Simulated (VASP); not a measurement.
## Ge in VASP 6.6.1, single-point calculation

INCAR

```
LASPH = .TRUE.
ISMEAR = -1
GGA = PE
IBRION = -1
PREC = High
LREAL = .FALSE.
NSW = 0
EDIFF = 1E-7
ENCUT = 520
NBANDS = 21
LCHARG = .FALSE.
SIGMA = 0.02
NELM = 120
LWAVE = .FALSE.
ISIF = 2
```

KPOINTS

```
KPOINTS created by Atomic Simulation Environment
0
Gamma
8 8 8
0 0 0
```

POSCAR

```
Ge
 1.0000000000000000
     0.0000000000000000    2.8936109822999998    2.8936109822999998
     2.8936109822999998    0.0000000000000000    2.8936109822999998
     2.8936109822999998    2.8936109822999998    0.0000000000000000
 Ge
   2
Cartesian
  0.0000000000000000  0.0000000000000000  0.0000000000000000
  1.4468054911499999  1.4468054911499999  1.4468054911499999
```

The recommended PBE PAW datasets give the neutral cell 28 valence electrons.

Command

```
mpirun -np 1 vasp_std
```

OSZICAR

```
N       E                     dE             d eps       ncg     rms          rms(c)
DAV:   1     0.184790965368E+03    0.18479E+03   -0.14704E+04  1352   0.355E+03
DAV:   2     0.182038714677E+02   -0.16659E+03   -0.16130E+03  1228   0.603E+02
DAV:   3    -0.819785954246E+01   -0.26402E+02   -0.26257E+02  1393   0.142E+02
DAV:   4    -0.907761130195E+01   -0.87975E+00   -0.87932E+00  1358   0.303E+01
DAV:   5    -0.909282826811E+01   -0.15217E-01   -0.15217E-01  1388   0.441E+00    0.292E+00
DAV:   6    -0.904747761011E+01    0.45351E-01   -0.18948E-02  1531   0.149E+00    0.173E+00
DAV:   7    -0.902317958083E+01    0.24298E-01   -0.39910E-02  1318   0.193E+00    0.143E-01
DAV:   8    -0.902479843062E+01   -0.16188E-02   -0.56339E-03  1348   0.986E-01    0.405E-02
DAV:   9    -0.902495878795E+01   -0.16036E-03   -0.23863E-04  1356   0.222E-01    0.159E-02
DAV:  10    -0.902499492867E+01   -0.36141E-04   -0.60623E-05  1488   0.752E-02    0.550E-03
DAV:  11    -0.902499726406E+01   -0.23354E-05   -0.83822E-06  1490   0.484E-02    0.188E-03
DAV:  12    -0.902499720952E+01    0.54537E-07   -0.64887E-07  1498   0.158E-02
   1 F= -.90249972E+01 E0= -.90248343E+01  d E =-.325725E-03
```

From OUTCAR

```
k-points           NKPTS =     29   k-points in BZ     NKDIM =     29   number of bands    NBANDS=     21

   NELECT =      28.0000    total number of electrons

   dimension x,y,z NGX =    30 NGY =   30 NGZ =   30
   dimension x,y,z NGXF=    42 NGYF=   42 NGZF=   42

  energy-cutoff  :      520.00
  volume of cell :       48.46
      direct lattice vectors                 reciprocal lattice vectors
     0.000000000  2.893610982  2.893610982    -0.172794478  0.172794478  0.172794478
     2.893610982  0.000000000  2.893610982     0.172794478 -0.172794478  0.172794478
     2.893610982  2.893610982  0.000000000     0.172794478  0.172794478 -0.172794478

 k-points in reciprocal lattice and weights: KPOINTS created by Atomic Simulation Env
   0.00000000  0.00000000  0.00000000       0.002
   0.12500000  0.00000000  0.00000000       0.016
   0.25000000  0.00000000  0.00000000       0.016
   0.37500000  0.00000000  0.00000000       0.016
   0.50000000  0.00000000  0.00000000       0.008
   0.12500000  0.12500000  0.00000000       0.012
   0.25000000  0.12500000  0.00000000       0.047
   0.37500000  0.12500000  0.00000000       0.047
   ...

 E-fermi :   4.3293

 k-point     1 :       0.0000    0.0000    0.0000
  band No.  band energies     occupation
      1     -20.3745      2.00000
      2     -20.3745      2.00000
      3     -20.3745      2.00000
      4     -20.3433      2.00000
      5     -20.3433      2.00000
      6     -20.1667      2.00000
      7     -20.1666      2.00000
      8     -20.1666      2.00000
      9     -20.1586      2.00000
     10     -20.1586      2.00000
     11      -7.9173      2.00000
     12       3.7857      2.00000
     13       4.3559      0.41839
     14       4.3559      0.41839
     15       4.3560      0.41724
     16       6.8775      0.00000
     17       6.8775      0.00000
     18       6.8776      0.00000
     19      10.6195      0.00000
     20      13.6579      0.00000
     21      13.6579      0.00000

 k-point     2 :       0.1250    0.0000    0.0000
  band No.  band energies     occupation
      1     -20.3811      2.00000
      2     -20.3811      2.00000
      3     -20.3723      2.00000
      4     -20.3340      2.00000
      5     -20.3340      2.00000
      6     -20.1779      2.00000
      7     -20.1779      2.00000
      8     -20.1691      2.00000
      9     -20.1489      2.00000
     10     -20.1489      2.00000
     11      -7.7392      2.00000
     12       1.8843      2.00000
     13       4.0504      2.00000
     14       4.0504      2.00000
     15       5.1065      0.00000
     16       7.2914      0.00000
     17       7.2914      0.00000
     18       7.6502      0.00000
     19      11.4986      0.00000
     20      12.8305      0.00000
     21      12.8305      0.00000

 ...

  Total       -0.2356431     -0.2356431     -0.2356431     -0.0000000      0.0000000     -0.0000000
  in kB       -7.7913895     -7.7913895     -7.7913895     -0.0000000      0.0000000     -0.0000000
  external PRESSURE =      -7.7913895 kB  Pullay stress =       0.0000000 kB

 POSITION                                       TOTAL-FORCE (eV/Angst)
 -----------------------------------------------------------------------------------
      0.00000      0.00000      0.00000         0.000000      0.000000      0.000000
      1.44681      1.44681      1.44681        -0.000000     -0.000000     -0.000000
 -----------------------------------------------------------------------------------
    total drift:                                0.000009      0.000009      0.000015

  FREE ENERGIE OF THE ION-ELECTRON SYSTEM (eV)
  ---------------------------------------------------
  free  energy   TOTEN  =        -9.0249972095 eV

  energy  without entropy=       -9.0246714844  energy(sigma->0) =       -9.02483435
```

It converged. Results: gap between bands v and c on the k mesh -0.01 eV (bands overlap: a metal); least direct gap on the k mesh 0.00 eV; pressure -0.8 GPa. Band v is the last that the valence electrons fill when counted band by band, and c is the next.

For comparison, a separate PBE run of the intended cell, on usual settings and not on those above, gives a gap of -0.01 eV on its mesh and a pressure of -0.8 GPa.

The run above took about 25 s on one core of a shared host (Intel Xeon Platinum 8488C) and held 0.14 GiB at most.
